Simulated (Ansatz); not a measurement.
The parent structure is ZnTe in the zinc blende structure (space group F-43m, No. 216; a = 6.1792 Å). Axes: x, y, z lie along the cube axes.

Method: PBE in Ansatz (plane waves to 420 eV, PAW, without spin-orbit coupling), earlier PAW set.

A first run, uniaxial strain ε_xx = −1.61 %, gives secant values C11 ≈ 64 GPa and C12 ≈ 35 GPa from its stress. A second run applies isotropic strain −1.38 %.

What does linear elasticity predict for the bulk modulus −ΔP/(ΔV/V₀) in the second run, and what does the run give?

Linear elasticity: (C11 + 2 C12)/3 = 45 GPa. The run gives 49 GPa; any difference comes from nonlinear terms at these strains and numerical noise.

Stability against distortions was not tested.

Ansatz is an electronic-structure program.
